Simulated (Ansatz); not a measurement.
A relaxation computed with Ansatz, from input to last step.

```yaml
crystal:
  lattice:
    - [-1.404, 1.404, 2.229]
    - [1.404, -1.404, 2.229]
    - [1.404, 1.404, -2.229]
  atoms:
    - { symbol: Ga, position: [0.0, 0.0, 0.0] }
basis:
  ecutwfc: 420
kpoints:
  mp_grid: { grid: [18, 18, 18] }
hamiltonian:
  xc: pbe
scf:
  occupations: { method: gaussian, width: 0.1 }
output:
  forces: true
  stress: true
  eigenvalues: true
relax:
  adjacent_minimum: "off"
  f_tol: 0.02
  max_steps: 70
  cell: { stress_tol: 0.1 }
```

```bash
ansatz run input.yaml --threads 2 --pin off --max-ram 5120MiB --backend cpu --events-out ev --progress --plain --runs-dir out
```

Theory: DFT PBE, scalar-relativistic, plane waves, PAW in Ansatz.

Of 6 frames 6 are shown, positions in Å and forces in eV/Å; the SCF threshold varies from step to step. Steps run on the plane waves of an earlier cell, with a Pulay correction in the pressure. The basis is chosen afresh for the last frame, the zero of the energies, and can be on the way; energy and pressure step there, also at an unchanged geometry.

```xyz
1
Lattice="-1.4040 1.4040 2.2290 1.4040 -1.4040 2.2290 1.4040 1.4040 -2.2290" Properties=species:S:1:pos:R:3:forces:R:3 pbc="T T T" step=1 free_energy_over_end_meV_per_atom=16.48 pressure_GPa=4.26
Ga    0.0000    0.0000    0.0000    0.0000    0.0000    0.0000
1
Lattice="-1.4405 1.4405 2.2850 1.4405 -1.4405 2.2850 1.4405 1.4405 -2.2850" Properties=species:S:1:pos:R:3:forces:R:3 pbc="T T T" step=2 free_energy_over_end_meV_per_atom=0.66 pressure_GPa=-0.18
Ga    0.0000    0.0000    0.0000    0.0000    0.0000    0.0000
1
Lattice="-1.4407 1.4407 2.2760 1.4407 -1.4407 2.2760 1.4407 1.4407 -2.2760" Properties=species:S:1:pos:R:3:forces:R:3 pbc="T T T" step=3 free_energy_over_end_meV_per_atom=0.48 pressure_GPa=-0.03
Ga    0.0000    0.0000    0.0000    0.0000    0.0000    0.0000
1
Lattice="-1.4426 1.4426 2.2642 1.4426 -1.4426 2.2642 1.4426 1.4426 -2.2642" Properties=species:S:1:pos:R:3:forces:R:3 pbc="T T T" step=4 free_energy_over_end_meV_per_atom=0.40 pressure_GPa=0.07
Ga    0.0000    0.0000    0.0000    0.0000    0.0000    0.0000
1
Lattice="-1.4428 1.4428 2.2666 1.4428 -1.4428 2.2666 1.4428 1.4428 -2.2666" Properties=species:S:1:pos:R:3:forces:R:3 pbc="T T T" step=5 free_energy_over_end_meV_per_atom=0.41 pressure_GPa=0.00
Ga    0.0000    0.0000    0.0000    0.0000    0.0000    0.0000
1
Lattice="-1.4428 1.4428 2.2666 1.4428 -1.4428 2.2666 1.4428 1.4428 -2.2666" Properties=species:S:1:pos:R:3:forces:R:3 pbc="T T T" step=6 free_energy_over_end_meV_per_atom=0.00 pressure_GPa=-0.01
Ga    0.0000    0.0000    0.0000    0.0000    0.0000    0.0000
```

It took 15 s on 2 threads of Arm Neoverse V2, with other jobs on the host, peak memory 0.39 GiB.